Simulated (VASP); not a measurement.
The system is CO2.

```
C O
1.0
    -1.77590    1.77590    2.95920
     1.77590   -1.77590    2.95920
     1.77590    1.77590   -2.95920
C O
2 4
Direct
  0.00000 0.00000 0.00000
  0.75000 0.25000 0.50000
  0.37500 0.33900 0.46400
  0.66100 0.12500 0.03600
  0.87500 0.91100 0.53600
  0.08900 0.62500 0.96400
```

| Item | Value |
| --- | --- |
| Program | VASP 6.6.1 |
| Task | relaxation of cell and atoms |
| Functional | r2SCAN |
| Potentials or basis | VASP PAW PBE potentials, release 64 (C, O) |
| Cutoff | 600 eV |
| k mesh | 12 × 12 × 12 |
| Occupations | gaussian, width 0.03 eV |
| Spin | no spin polarisation |

At the start: pressure 31.7 GPa; volume 6.22 Å³/atom.

**Question.** Where does the relaxation end?

**Answer.** Over 12 steps the energy falls by 184.7 meV/atom and the volume is 7.62 Å³/atom (+22.4 %); space group I-42d (No. 122, to 0.05 Å).

The path:
| step | energy change (eV) | largest force (eV/Å) | pressure (GPa) | volume (Å³) |
| --- | --- | --- | --- | --- |
| 1 | 0.0000 | 1.5862 | 31.70 | 37.33 |
| 2 | -0.8084 | 1.3428 | -9.94 | 44.38 |
| 3 | -0.8103 | 1.3481 | -7.99 | 43.89 |
| 4 | -0.9049 | 0.9355 | 11.37 | 43.67 |
| 5 | -0.9608 | 0.0700 | 3.51 | 43.75 |
| 6 | -1.0378 | 0.0576 | 1.54 | 44.61 |
| 7 | -1.0974 | 0.0706 | -2.74 | 46.65 |
| 8 | -1.1002 | 0.0704 | -1.90 | 46.26 |
| 9 | -1.1059 | 0.1625 | 1.63 | 45.57 |
| 10 | -1.1062 | 0.1447 | 0.96 | 45.70 |
| 11 | -1.1057 | 0.1553 | -1.20 | 45.69 |
| 12 | -1.1081 | 0.0048 | -0.05 | 45.70 |

Final structure:
```xyz
6
Lattice="-1.9610 1.9610 2.9708 1.9610 -1.9610 2.9708 1.9610 1.9610 -2.9708" Properties=species:S:1:pos:R:3 pbc="T T T"
C     0.0000    0.0000    0.0000
C     0.0000    1.9610    1.4854
O     0.6564    0.9805    0.7427
O    -0.9805    1.3045    2.2281
O     1.3045    0.9805    3.7135
O     2.9415    0.6564   -0.7427
```

Caveat: the volume moved by over 15 % at a fixed basis, so the end points are rough; the PAW data sets were made with another functional, which shifts forces and pressure a little; the volume moved by +22 % from the deposited cell, more than functionals usually miss.
